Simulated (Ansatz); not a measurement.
Input of an Ansatz 0.2.0 run:

The input input.yaml:

```yaml
crystal:
  lattice:
    - [0.0, 2.1657188437, 2.1657188437]
    - [2.1657188437, 0.0, 2.1657188437]
    - [2.1657188437, 2.1657188437, 0.0]
  atoms:
    - { symbol: Ti, position: [0.0, 0.0, 0.0] }
    - { symbol: C, position: [0.5, 0.5, 0.5] }
hamiltonian:
  xc: pbe
  pseudopotentials: { kind: paw }
kpoints:
  mp_grid: { grid: [11, 11, 11] }
scf:
  occupations: { method: fermi_dirac, width: 0.05 }
output:
  forces: true
  stress: true
  eigenvalues: true
  write_density: true
  write_potential: true
  elf: true
  volumetric_format: npy
relax:
  f_tol: 0.01
  max_steps: 40
  cell: { stress_tol: 0.05 }
```

Potentials or basis: Ansatz PAW.

The run is started by

```sh
$ ansatz run input.yaml --threads 2 --pin off --max-ram 5632MiB --backend cpu --events-out ev --progress --plain --runs-dir out
```

(1) Predict the relaxed volume.

(2) Predict the relaxed cell.

(3) What does it give for the space group after relaxing (to 0.05 Å)?

(4) What does it give for the band gap on the k mesh?

Answers

(1) 10.17 Å³/atom.

(2) a = 3.064 Å, b = 3.064 Å, c = 3.064 Å, α = 60.00°, β = 60.00°, γ = 60.00°.

(3) Fm-3m (No. 225).

(4) none (metal or under the smearing width).
